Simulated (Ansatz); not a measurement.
## TiNi under changes of volume

One of the cells (13.403 Å³/atom); the others are scaled copies at fixed shape and fractional positions:

```
CELL_PARAMETERS angstrom
2.73580 0.00000 0.00000
0.00000 2.73580 0.00000
0.00000 0.00000 3.58141
ATOMIC_POSITIONS crystal
Ni 0.00000 0.00000 0.00000
Ti 0.50000 0.50000 0.50000
```

The cell comes from a database or a generator and needn't be the stable form of this composition.

```yaml
Program: Ansatz 0.2.0
Functional: LDA
Potentials_or_basis: all-electron LAPW, scalar-relativistic
Cutoff: 268 eV (chosen from the basis error)
Basis_error_allowed: 0.001 eV/atom
k_mesh: 10 × 10 × 8
Occupations: fermi-dirac, width 0.05 eV
Spin: collinear spin, ferromagnetic start
Starting_moments: "[1.0, 1.0] μB"
```

```tsv
volume (Å³/atom)	energy over the lowest point (meV/atom)	pressure (GPa)
12.599	0.00	-2.2
12.867	6.85	-5.8
13.135	19.40	-9.0
13.403	37.04	-11.9
13.671	59.22	-14.5
13.939	85.46	-16.7
14.207	?	?
```

**Question.** What does the run at 14.207 Å³/atom give?

**Answer.** Energy over the lowest point 115.32 meV/atom; pressure -18.8 GPa.

Worked out: A Birch-Murnaghan fit of order 3 (a polynomial in V^(-2/3)) to the other rows has its minimum at 12.45 Å³/atom, just outside them, with B0 = V·E''(V) = 189 GPa and B' = 4.3 at fixed shape and positions, which overstates the stiffness. It gives 115.32 meV/atom at 14.207 Å³/atom, against the run's 115.32, and -dE/dV = -18.9 GPa, against -18.8.

Energies are extrapolated to zero smearing.

Caveats: the starting moments weren't kept.
